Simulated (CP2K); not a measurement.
Runs of CP2K 2026.2 on Ge. Symmetry: Fd-3m, No. 227, cubic system. Conventional cell: a = 5.658 Å, b = 5.658 Å, c = 5.658 Å, α = 90.00°, β = 90.00°, γ = 90.00°. Around Ge (site symmetry -43m) lie 4 Ge at 2.45 Å. 

| task | level | potentials or basis | cell | smearing | k points reduced by the point group | NGRIDS | basis sets | potentials | hirshfeld SHAPE_FUNCTION | gap on the mesh (eV) | pressure (GPa) | relaxed volume (Å³/atom) |
| --- | --- | --- | --- | --- | --- | --- | --- | --- | --- | --- | --- | --- |
| atomic charges | r2SCAN | POTENTIAL_UZH Ge GTH-SCAN-q4; TZVP-MOLOPT-SCAN-GTH basis | as given | gaussian 0.05 eV | yes | 5 | Ge TZVP-MOLOPT-SCAN-GTH-q4 | Ge GTH-SCAN-q4 of POTENTIAL_UZH | GAUSSIAN | 0.48 | (a) | - |
| relaxation of cell and atoms | PBEsol+D3(BJ) | POTENTIAL_UZH Ge GTH-PBE-q4; TZVP-MOLOPT-PBE-GTH basis | relaxed | fermi-dirac 0.05 eV | - | 5 | Ge TZVP-MOLOPT-PBE-GTH-q4 | Ge GTH-PBE-q4 of POTENTIAL_UZH | - | none | 0.0 | 23.17 |
| relaxation of cell and atoms | LDA | GTH_POTENTIALS Ge GTH-PADE-q4; TZVP-MOLOPT-PBE-GTH basis | relaxed | fermi-dirac 0.05 eV | - | 4 | Ge TZVP-MOLOPT-PBE-GTH-q4 | Ge GTH-PADE-q4 of GTH_POTENTIALS | - | 0.24 | 0.0 | 21.73 |
| relaxation of cell and atoms | PBEsol+D4 | POTENTIAL_UZH Ge GTH-PBE-q4; TZVP-MOLOPT-PBE-GTH basis | relaxed | fermi-dirac 0.05 eV | - | 5 | Ge TZVP-MOLOPT-PBE-GTH-q4 | Ge GTH-PBE-q4 of POTENTIAL_UZH | - | none | 0.0 | 23.36 |
| band structure | LDA | GTH_POTENTIALS Ge GTH-PADE-q4; TZVP-MOLOPT-PBE-GTH basis | as given | fermi-dirac 0.05 eV | yes | 4 | Ge TZVP-MOLOPT-PBE-GTH-q4 | Ge GTH-PADE-q4 of GTH_POTENTIALS | - | none | -2.7 | - |
| band structure | PBEsol | POTENTIAL_UZH Ge GTH-PBE-q4; TZVP-MOLOPT-PBE-GTH basis | as given | fermi-dirac 0.05 eV | yes | 5 | Ge TZVP-MOLOPT-PBE-GTH-q4 | Ge GTH-PBE-q4 of POTENTIAL_UZH | - | 0.05 | (b) | - |

Alike in all rows: no spin polarisation; k mesh 8 × 8 × 8.

Task: Estimate the missing entries.

Result: (a) -3.0; (b) 3.4.

Caveats: the basis of atomic orbitals isn't converged, which shifts pressures, moduli and gaps; the potentials were made for another functional, which shifts forces and pressure (some runs); the real-space grid breaks the cell's symmetry a little (some runs); pairwise dispersion overbinds metals, which lowers pressure and volume (some runs).

A k mesh can miss the band edges, and the runs leave out spin-orbit coupling on Ge.

A gap of «none» marks a metal or a gap under the smearing width.

Runs at the PBE level aren't shown here.
